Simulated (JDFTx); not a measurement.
Set up this calculation in JDFTx 1.7.0 (patched build), as the native input.

* Task: band structure
* Functional: PBEsol
* Potentials or basis: PseudoDojo-SR-PBEsol-0.4.1-standard with smoothed tails
* Cutoff: 1116 eV
* Density cutoff: 8925 eV
* k mesh: 10 × 10 × 10
* Occupations: fermi-dirac, width 0.05 eV
* Spin: no spin polarisation
* Band ratio of the Davidson solver: 1.3
* Local potential set to -Z/r beyond: 6 bohr
* Bands: 9
* Density cutoff over wavefunction cutoff: 8
* Max SCF steps: 30
* SCF threshold on the energy: 1e-06 Ha
* Solver of the electrons: minimize
* Further solve for the empty bands: no
* Start: density of an earlier self-consistent run, held fixed
* Path: G-X-W-K-G-L-U-W-L-K-U-X

Crystal: SiC (Moissanite 3C).

```xyz
2
Lattice="0.0000 2.1790 2.1790 2.1790 0.0000 2.1790 2.1790 2.1790 0.0000" Properties=species:S:1:pos:R:3 pbc="T T T"
Si    0.0000    0.0000    0.0000
C     3.2685    3.2685    3.2685
```

The input as run:

bands.in

```
lattice \
    0.0000000000     4.1177132256     4.1177132256 \
    4.1177132256     0.0000000000     4.1177132256 \
    4.1177132256     4.1177132256     0.0000000000
coords-type Cartesian
ion Si     0.0000000000     0.0000000000     0.0000000000 1
ion C      6.1765698383     6.1765698383     6.1765698383 1

ion-species pseudo/Si.upf
ion-species pseudo/C.upf
elec-cutoff 41 328
elec-ex-corr gga-PBEsol
elec-smearing Fermi 0.0018374661
elec-n-bands 9
electronic-minimize nIterations 30 energyDiffThreshold 1e-06
davidson-band-ratio 1.3
forces-output-coords Cartesian
include path.kpoints
symmetries none
fix-electron-density run.$VAR

dump-name bands.$VAR
dump End Ecomponents EigStats BandEigs Kpoints Forces
```

path.kpoints

```
kpoint +0.0000000000 +0.0000000000 +0.0000000000 0.020000000000
kpoint +0.0714285714 +0.0000000000 +0.0714285714 0.020000000000
kpoint +0.1428571429 +0.0000000000 +0.1428571429 0.020000000000
kpoint +0.2142857143 +0.0000000000 +0.2142857143 0.020000000000
kpoint +0.2857142857 +0.0000000000 +0.2857142857 0.020000000000
kpoint +0.3571428571 +0.0000000000 +0.3571428571 0.020000000000
kpoint +0.4285714286 +0.0000000000 +0.4285714286 0.020000000000
kpoint +0.5000000000 +0.0000000000 +0.5000000000 0.020000000000
kpoint +0.5000000000 +0.0833333333 +0.5833333333 0.020000000000
kpoint +0.5000000000 +0.1666666667 +0.6666666667 0.020000000000
kpoint +0.5000000000 +0.2500000000 +0.7500000000 0.020000000000
kpoint +0.4375000000 +0.3125000000 +0.7500000000 0.020000000000
kpoint +0.3750000000 +0.3750000000 +0.7500000000 0.020000000000
kpoint +0.3281250000 +0.3281250000 +0.6562500000 0.020000000000
kpoint +0.2812500000 +0.2812500000 +0.5625000000 0.020000000000
kpoint +0.2343750000 +0.2343750000 +0.4687500000 0.020000000000
kpoint +0.1875000000 +0.1875000000 +0.3750000000 0.020000000000
kpoint +0.1406250000 +0.1406250000 +0.2812500000 0.020000000000
kpoint +0.0937500000 +0.0937500000 +0.1875000000 0.020000000000
kpoint +0.0468750000 +0.0468750000 +0.0937500000 0.020000000000
kpoint +0.0000000000 +0.0000000000 +0.0000000000 0.020000000000
kpoint +0.0833333333 +0.0833333333 +0.0833333333 0.020000000000
kpoint +0.1666666667 +0.1666666667 +0.1666666667 0.020000000000
kpoint +0.2500000000 +0.2500000000 +0.2500000000 0.020000000000
kpoint +0.3333333333 +0.3333333333 +0.3333333333 0.020000000000
kpoint +0.4166666667 +0.4166666667 +0.4166666667 0.020000000000
kpoint +0.5000000000 +0.5000000000 +0.5000000000 0.020000000000
kpoint +0.5250000000 +0.4500000000 +0.5250000000 0.020000000000
kpoint +0.5500000000 +0.4000000000 +0.5500000000 0.020000000000
kpoint +0.5750000000 +0.3500000000 +0.5750000000 0.020000000000
kpoint +0.6000000000 +0.3000000000 +0.6000000000 0.020000000000
kpoint +0.6250000000 +0.2500000000 +0.6250000000 0.020000000000
kpoint +0.5625000000 +0.2500000000 +0.6875000000 0.020000000000
kpoint +0.5000000000 +0.2500000000 +0.7500000000 0.020000000000
kpoint +0.5000000000 +0.2916666667 +0.7083333333 0.020000000000
kpoint +0.5000000000 +0.3333333333 +0.6666666667 0.020000000000
kpoint +0.5000000000 +0.3750000000 +0.6250000000 0.020000000000
kpoint +0.5000000000 +0.4166666667 +0.5833333333 0.020000000000
kpoint +0.5000000000 +0.4583333333 +0.5416666667 0.020000000000
kpoint +0.5000000000 +0.5000000000 +0.5000000000 0.020000000000
kpoint +0.4791666667 +0.4791666667 +0.5416666667 0.020000000000
kpoint +0.4583333333 +0.4583333333 +0.5833333333 0.020000000000
kpoint +0.4375000000 +0.4375000000 +0.6250000000 0.020000000000
kpoint +0.4166666667 +0.4166666667 +0.6666666667 0.020000000000
kpoint +0.3958333333 +0.3958333333 +0.7083333333 0.020000000000
kpoint +0.3750000000 +0.3750000000 +0.7500000000 0.020000000000
kpoint +0.6250000000 +0.2500000000 +0.6250000000 0.020000000000
kpoint +0.5833333333 +0.1666666667 +0.5833333333 0.020000000000
kpoint +0.5416666667 +0.0833333333 +0.5416666667 0.020000000000
kpoint +0.5000000000 +0.0000000000 +0.5000000000 0.020000000000
```

Potentials or basis: PseudoDojo-SR-PBEsol-0.4.1-standard with smoothed tails.

Run with:

```bash
$ jdftx -c 1 -i bands.in -o bands.out
```

Results of the run:

The band gap along the path is 1.24 eV, indirect (least direct gap 4.46 eV).

Caveat: the top bands aren't converged at some points of the path.

Wall time 9.8 s on 1 thread of AMD EPYC 7R43 64-Core Processor (Zen 3) (shared host), peak memory 0.1 GiB.
